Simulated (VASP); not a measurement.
# GaN (P6_3mc) in VASP: further runs, part 2 of 3

VASP 6.6.1. The steps go on from the part before.

## Step 3: Band structure, MS2

File INCAR:

```
PREC     = Accurate       # precision mode
ENCUT    = 520            # plane-wave cutoff, eV
EDIFF    = 1E-6           # SCF threshold, eV
ISMEAR   = -1             # smearing method
SIGMA    = 0.05           # smearing width, eV
LREAL    = False          # projectors in reciprocal space
LASPH    = True           # aspherical terms in the spheres
NELM     = 100            # most SCF steps
ALGO     = Normal         # electronic algorithm
ISIF     = 2              # what is computed and relaxed
LWAVE    = False          # write WAVECAR
LCHARG   = False          # write CHGCAR
METAGGA  = MS2            # meta-GGA
LMIXTAU  = True
```

File KPOINTS:

```
regular mesh
0
Gamma
  10 10 5
```

File POSCAR:

```
GaN
1.0
    3.1800000000      0.0000000000      0.0000000000
   -1.5900000000      2.7539607840      0.0000000000
    0.0000000000      0.0000000000      5.1660000000
Ga N
2 2
Direct
    0.6666666667      0.3333333333      0.5000000000
    0.3333333333      0.6666666667      0.0000000000
    0.6666666667      0.3333333333      0.8750000000
    0.3333333333      0.6666666667      0.3750000000
```

File KPOINTS_OPT:

```
path GMKGALHA,LM,KH
15
line-mode
reciprocal
 0.0000000000  0.0000000000  0.0000000000  G
 0.5000000000  0.0000000000  0.0000000000  M

 0.5000000000  0.0000000000  0.0000000000  M
 0.3333333333  0.3333333333  0.0000000000  K

 0.3333333333  0.3333333333  0.0000000000  K
 0.0000000000  0.0000000000  0.0000000000  G

 0.0000000000  0.0000000000  0.0000000000  G
 0.0000000000  0.0000000000  0.5000000000  A

 0.0000000000  0.0000000000  0.5000000000  A
 0.5000000000  0.0000000000  0.5000000000  L

 0.5000000000  0.0000000000  0.5000000000  L
 0.3333333333  0.3333333333  0.5000000000  H

 0.3333333333  0.3333333333  0.5000000000  H
 0.0000000000  0.0000000000  0.5000000000  A

 0.5000000000  0.0000000000  0.5000000000  L
 0.5000000000  0.0000000000  0.0000000000  M

 0.3333333333  0.3333333333  0.0000000000  K
 0.3333333333  0.3333333333  0.5000000000  H
```

Potentials or basis: VASP PAW PBE potentials, release 64 (Ga_d, N).

The run is started by

```bash
$ cat potpaw_PBE.64/Ga_d/POTCAR potpaw_PBE.64/N/POTCAR > POTCAR
$ mpirun -np 1 vasp_std > vasp.out
```

OUTCAR:

```text
PREC = Accurate
   ENCUT = 520
   EDIFF = 1E-6
   ISMEAR = -1
   LREAL = False
   LASPH = True
   NELM = 100
   ISIF = 2
   METAGGA = MS2

 ion  position               nearest neighbor table
   1  0.667  0.333  0.500-   3 1.94   4 1.95   4 1.95   4 1.95
   2  0.333  0.667  0.000-   4 1.94   3 1.95   3 1.95   3 1.95
   3  0.667  0.333  0.875-   1 1.94   2 1.95   2 1.95   2 1.95
   4  0.333  0.667  0.375-   2 1.94   1 1.95   1 1.95   1 1.95

  LATTYP: Found a hexagonal cell.
 ALAT       =     3.1800000000
[... 801 lines left out ...]
  Direction    XX          YY          ZZ          XY          YZ          ZX
  --------------------------------------------------------------------------------------
  -------------------------------------------------------------------------------------
  Total       -0.7634368     -0.7634368     -0.2466860      0.0000000      0.0000000      0.0000000
  in kB      -27.0361213    -27.0361213     -8.7360625      0.0000000      0.0000000      0.0000000
  external PRESSURE =     -20.9361017 kB  Pullay stress =       0.0000000 kB

 VOLUME and BASIS-vectors are now :
 -----------------------------------------------------------------------------
  energy-cutoff  :      520.00
  volume of cell :       45.24
      direct lattice vectors                 reciprocal lattice vectors
     3.180000000  0.000000000  0.000000000     0.314465409  0.181556688  0.000000000
    -1.590000000  2.753960784  0.000000000     0.000000000  0.363113377  0.000000000
     0.000000000  0.000000000  5.166000000     0.000000000  0.000000000  0.193573364

 POSITION                                       TOTAL-FORCE (eV/Angst)
 -----------------------------------------------------------------------------------
      1.59000      0.91799      2.58300         0.000000      0.000000     -0.130289
     -0.00000      1.83597      0.00000         0.000000      0.000000     -0.130289
      1.59000      0.91799      4.52025        -0.000000      0.000000      0.130289
     -0.00000      1.83597      1.93725         0.000000     -0.000000      0.130289
 -----------------------------------------------------------------------------------
    total drift:                                0.000005      0.000010      0.087222

  FREE ENERGIE OF THE ION-ELECTRON SYSTEM (eV)
  ---------------------------------------------------
  free  energy   TOTEN  =       -31.5422598996 eV

  energy  without entropy=      -31.5422598996  energy(sigma->0) =      -31.54225990
```

OSZICAR:

```text
N       E                     dE             d eps       ncg     rms          rms(c)
DAV:   1     0.230658208331E+03    0.23066E+03   -0.16548E+04  1900   0.273E+03
DAV:   2    -0.301320282548E+02   -0.26079E+03   -0.25248E+03  2154   0.493E+02
DAV:   3    -0.618106528987E+02   -0.31679E+02   -0.31428E+02  2124   0.148E+02
DAV:   4    -0.630965246647E+02   -0.12859E+01   -0.12829E+01  2640   0.321E+01
DAV:   5    -0.631142612942E+02   -0.17737E-01   -0.17729E-01  2096   0.357E+00    0.104E+01
DAV:   6    -0.352297077861E+02    0.27885E+02   -0.35760E+01  3244   0.133E+02    0.412E+00
DAV:   7    -0.313461768941E+02    0.38835E+01   -0.13032E+01  2196   0.394E+01    0.347E+00
DAV:   8    -0.315653095208E+02   -0.21913E+00   -0.76563E-01  2348   0.843E+00    0.268E+00
DAV:   9    -0.313551747336E+02    0.21013E+00   -0.75173E-01  2300   0.702E+00    0.104E+00
DAV:  10    -0.313915101694E+02   -0.36335E-01   -0.54667E-02  2022   0.190E+00    0.123E+00
[... 42 further cycles ...]
DAV:   9    -0.744320459090E+04   -0.50637E-06     1452
       N       E                     dE             ncg
DAV:   1     0.418610573180E+05   -0.13194E+05      404
DAV:   2     0.394290544421E+05   -0.24320E+04      432
DAV:   3     0.391329094999E+05   -0.29614E+03      480
DAV:   4     0.391233733973E+05   -0.95361E+01      542
DAV:   5     0.391232281208E+05   -0.14528E+00      444
DAV:   6     0.391232184842E+05   -0.96366E-02      598
DAV:   7     0.391232184131E+05   -0.71121E-04      474
DAV:   8     0.391232184110E+05   -0.20934E-05      414
DAV:   9     0.391232184109E+05   -0.59837E-07      312
```

stdout:

```text
POSCAR found type information on POSCAR GaN
 POSCAR found :  2 types and       4 ions
 scaLAPACK will be used
 -----------------------------------------------------------------------------
|                                                                             |
|                                                                             |
|     You enforced a specific xc type in the INCAR file but a different       |
|     I HOPE YOU KNOW WHAT YOU ARE DOING!                                     |
|                                                                             |
 -----------------------------------------------------------------------------

 LDA part: xc-table for (None), standard interpolation
 POSCAR, INCAR and KPOINTS ok, starting setup
 FFT: planning ... GRIDC
 FFT: planning ... GRID_SOFT
 FFT: planning ... GRID
 WAVECAR not read
 entering main loop
 Start KPOINTS_OPT (optional k-point list driver)
k-point batch [1-42\135]
k-point batch [43-84\135]
k-point batch [85-126\135]
k-point batch [127-135\135]
```

Wall time 4.6 min (1 thread of Intel Xeon Platinum 8559C (Emerald Rapids), shared host); peak memory 0.2 GiB.

What came out:

| Item | Value |
| --- | --- |
| Free energy | -31.5423 eV |
| Pressure | -2.1 GPa |
| Largest force | 0.130 eV/Å |
| Band gap on the k mesh | 1.98 eV, direct |
| Band gap along the path | 1.98 eV, direct |

Forces in eV/Å, atoms in the order of the input:
```
Ga   0.000  0.000 -0.130
Ga   0.000  0.000 -0.130
N    0.000  0.000  0.130
N    0.000  0.000  0.130
```

Levels at the corners of the path, in eV from the valence-band top:
```
point  band 16  band 17  band 18  band 19  band 20  band 21
    Γ    -0.06     0.00     0.00     1.98     4.53     9.58
    M    -2.85    -2.29    -1.02     5.29     5.87     6.31
    M    -2.85    -2.29    -1.02     5.29     5.87     6.31
    K    -3.09    -3.09    -2.76     5.31     8.31     8.31
    K    -3.09    -3.09    -2.76     5.31     8.31     8.31
    Γ    -0.06     0.00     0.00     1.98     4.53     9.58
    Γ    -0.06     0.00     0.00     1.98     4.53     9.59
    A    -0.56    -0.56    -0.56     4.46     4.46     8.87
    A    -0.56    -0.56    -0.56     4.46     4.46     8.87
    L    -2.01    -1.97    -1.97     4.60     4.60     8.23
    L    -2.01    -1.97    -1.97     4.60     4.60     8.23
    H    -4.28    -1.55    -1.55     6.80     6.80     7.55
    H    -4.28    -1.55    -1.55     6.80     6.80     7.55
    A    -0.56    -0.56    -0.56     4.46     4.46     8.87
    L    -2.01    -1.97    -1.97     4.60     4.60     8.23
    M    -2.85    -2.29    -1.02     5.29     5.87     6.31
    K    -3.09    -3.09    -2.76     5.31     8.31     8.31
    H    -4.28    -1.55    -1.55     6.80     6.80     7.55
```

Caveat: the PAW data sets were made with another functional, which shifts forces and pressure a little.

## Step 4: Band structure, HSE06

POSCAR is that of step 3.

File INCAR.step1:

```
SYSTEM = GaN
PREC     = Accurate       ! precision mode
ENCUT    = 520            ! plane-wave cutoff, eV
EDIFF    = 1E-5           ! SCF threshold, eV
ISMEAR   = 0              ! smearing method
SIGMA    = 0.02           ! smearing width, eV
LREAL    = .False.        ! projectors in reciprocal space
LASPH    = .True.         ! aspherical terms in the spheres
NELM     = 80             ! most SCF steps
ALGO     = Normal         ! electronic algorithm
ISIF     = 2              ! what is computed and relaxed
LWAVE    = .True.         ! write WAVECAR
LCHARG   = .False.        ! write CHGCAR
GGA      = PE             ! functional
KPAR     = 4
```

File INCAR.step2:

```
SYSTEM = GaN
PREC     = Accurate       ! precision mode
ENCUT    = 520            ! plane-wave cutoff, eV
EDIFF    = 1E-7           ! SCF threshold, eV
ISMEAR   = 0              ! smearing method
SIGMA    = 0.02           ! smearing width, eV
LREAL    = .False.        ! projectors in reciprocal space
LASPH    = .True.         ! aspherical terms in the spheres
NELM     = 80             ! most SCF steps
ALGO     = Normal         ! electronic algorithm
ISIF     = 2              ! what is computed and relaxed
LWAVE    = .False.        ! write WAVECAR
LCHARG   = .False.        ! write CHGCAR
GGA      = PE             ! functional
LHFCALC  = .True.         ! exact exchange
HFSCREEN = 0.2            ! screening, 1/A
PRECFOCK = Fast         
ISTART   = 1            
KPAR     = 4
```

File KPOINTS:

```
Automatic mesh
0
Gamma
  6 6 4
  0 0 0
```

Edit KPOINTS_OPT of step 3 so:

```diff
@@ -1,3 +1,3 @@
 path GMKGALHA,LM,KH
-15
+10
 line-mode
```

The run is started by

```bash
$ cat potpaw_PBE.64/Ga_d/POTCAR potpaw_PBE.64/N/POTCAR > POTCAR
$ cp INCAR.step1 INCAR
$ mpirun -np 4 vasp_std > vasp.out
$ cp INCAR.step2 INCAR
$ mpirun -np 4 vasp_std > vasp.out
```

Wall time 45 min (4 MPI ranks of AMD EPYC 9R45 (Zen 5), shared host); peak memory 0.33 GiB.

Results (log left out):

```yaml
Free_energy: -29.5806 eV
Pressure: 0.9 GPa
Largest_force: 0.154 eV/Å
Band_gap_on_the_k_mesh: 3.27 eV, direct
Band_gap_along_the_path: 3.27 eV, direct
```

Forces in eV/Å, atoms in the order of the input:
```
Ga   0.000  0.000 -0.154
Ga   0.000  0.000 -0.154
N    0.000  0.000  0.154
N    0.000  0.000  0.154
```

Stress tensor (GPa, compression positive):
```
0.36 0.00 0.00
0.00 0.36 0.00
0.00 0.00 2.03
```

Levels at the corners of the path, in eV from the valence-band top:
| point | band 15 | band 16 | band 17 | band 18 | band 19 | band 20 | band 21 | band 22 |
| --- | --- | --- | --- | --- | --- | --- | --- | --- |
| Γ | -1.15 | -0.06 | 0.00 | 0.00 | 3.27 | 5.76 | 11.05 | 11.52 |
| M | -4.59 | -3.00 | -2.41 | -1.07 | 6.39 | 7.04 | 7.49 | 10.57 |
| M | -4.59 | -3.00 | -2.41 | -1.07 | 6.39 | 7.04 | 7.49 | 10.57 |
| K | -5.69 | -3.27 | -3.27 | -2.95 | 6.31 | 9.72 | 9.72 | 10.00 |
| K | -5.69 | -3.27 | -3.27 | -2.95 | 6.31 | 9.72 | 9.72 | 10.00 |
| Γ | -1.15 | -0.06 | 0.00 | 0.00 | 3.27 | 5.76 | 11.07 | 11.52 |
| Γ | -1.15 | -0.06 | 0.00 | 0.00 | 3.27 | 5.76 | 11.06 | 11.52 |
| A | -0.59 | -0.59 | -0.59 | -0.59 | 5.74 | 5.74 | 10.17 | 10.17 |
| A | -0.59 | -0.59 | -0.59 | -0.59 | 5.74 | 5.74 | 10.17 | 10.17 |
| L | -2.11 | -2.11 | -2.07 | -2.07 | 5.72 | 5.72 | 9.44 | 9.44 |
| L | -2.11 | -2.11 | -2.07 | -2.07 | 5.72 | 5.72 | 9.44 | 9.44 |
| H | -4.55 | -4.55 | -1.62 | -1.62 | 7.99 | 7.99 | 8.75 | 8.75 |
| H | -4.55 | -4.55 | -1.62 | -1.62 | 7.99 | 7.99 | 8.75 | 8.75 |
| A | -0.59 | -0.59 | -0.59 | -0.59 | 5.74 | 5.74 | 10.17 | 10.17 |
| L | -2.11 | -2.11 | -2.07 | -2.07 | 5.72 | 5.72 | 9.44 | 9.44 |
| M | -4.59 | -3.00 | -2.41 | -1.07 | 6.39 | 7.04 | 7.49 | 10.57 |
| K | -5.69 | -3.27 | -3.27 | -2.95 | 6.31 | 9.72 | 9.72 | 10.00 |
| H | -4.55 | -4.55 | -1.62 | -1.62 | 7.99 | 7.99 | 8.75 | 8.75 |

Caveat: the PAW data sets were made with another functional, which shifts forces and pressure a little.

(Continued in part 3 of 3.)
